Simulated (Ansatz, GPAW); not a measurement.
Given: the input of a run of Ansatz 0.2.0 on Ga. This isn't the form of Ga at room conditions, which is orthorhombic.

Contents of input.yaml:

```yaml
crystal:
  lattice:
    - [-1.3843987196, 1.3843987196, 2.3112238365]
    - [1.3843987196, -1.3843987196, 2.3112238365]
    - [1.3843987196, 1.3843987196, -2.3112238365]
  atoms:
    - { symbol: Ga, position: [0.0, 0.0, 0.0] }
hamiltonian:
  xc: pbesol
  pseudopotentials: { kind: paw }
kpoints:
  mp_grid: { grid: [13, 13, 13] }
scf:
  occupations: { method: gaussian, width: 0.02 }
output:
  forces: true
  stress: true
  eigenvalues: true
```

Potentials or basis: Ansatz PAW.

Command:

```bash
$ ansatz run input.yaml --threads 1 --pin off --max-ram 3584MiB --backend cpu --events-out ev --progress --plain --runs-dir out
```

**Question.** Set up the same calculation for GPAW 26.7.0 (ASE script). Potentials or basis there: PAW data sets generated for this functional, cutoff 600 eV.

**Answer.** As run (cutoffs and basis follow the program's own potentials, and thresholds, step limits or extra output files can differ):

Contents of run.py:

```python
from ase.dft.bandgap import bandgap
from ase.io import read, write
from ase.units import GPa
from gpaw import GPAW, PW, setup_paths

setup_paths.insert(0, '.')

atoms = read('Ga.xyz')

calc = GPAW(mode=PW(600),
            xc='PBEsol',
            kpts={'size': (13, 13, 13), 'gamma': True},
            occupations={'name': 'methfessel-paxton', 'order': 0, 'width': 0.02},
            nbands=7,
            convergence={'density': 1e-05, 'energy': 1e-05},
            maxiter=150,
            txt='gpaw.txt')
atoms.calc = calc
energy = atoms.get_potential_energy()
forces = atoms.get_forces()
stress = atoms.get_stress()
calc.write('gs.gpw')
write('result.traj', atoms)
print(f'Energy: {energy:.6f} eV')
print('Forces (eV/A):')
print(forces.round(4))
print('Stress (GPa):', (stress / GPa).round(3))
print('Fermi level:', round(calc.get_fermi_level(), 4), 'eV')
print(f'Gap: {bandgap(calc)[0]:.4f} eV, direct: {bandgap(calc, direct=True)[0]:.4f} eV')
```

Contents of Ga.xyz:

```xyz
1
Lattice="-1.3843987196 1.3843987196 2.3112238365 1.3843987196 -1.3843987196 2.3112238365 1.3843987196 1.3843987196 -2.3112238365" Properties=species:S:1:pos:R:3 pbc="T T T"
Ga     0.0000000000      0.0000000000      0.0000000000
```

Potentials or basis: PAW data sets generated in the run's folder for this functional, pw.

Launch:

```sh
$ gpaw-setup -f PBEsol Ga
$ OMP_NUM_THREADS=1 python run.py
```

Both were run:

|  | Ansatz | GPAW |
| --- | --- | --- |
| Pressure | -0.3 GPa | 0.1 GPa |

Ansatz's pressure holds a Pulay term of +0.05 GPa for its cutoff of 420 eV, which the other run lacks.

The potentials hold 13 and 3 valence electrons a cell.

Ansatz's potentials were made for PBE.

Where Ansatz's input types no cutoff or centring, it takes its own default and a Γ-centred mesh.

Pressure is positive in compression.
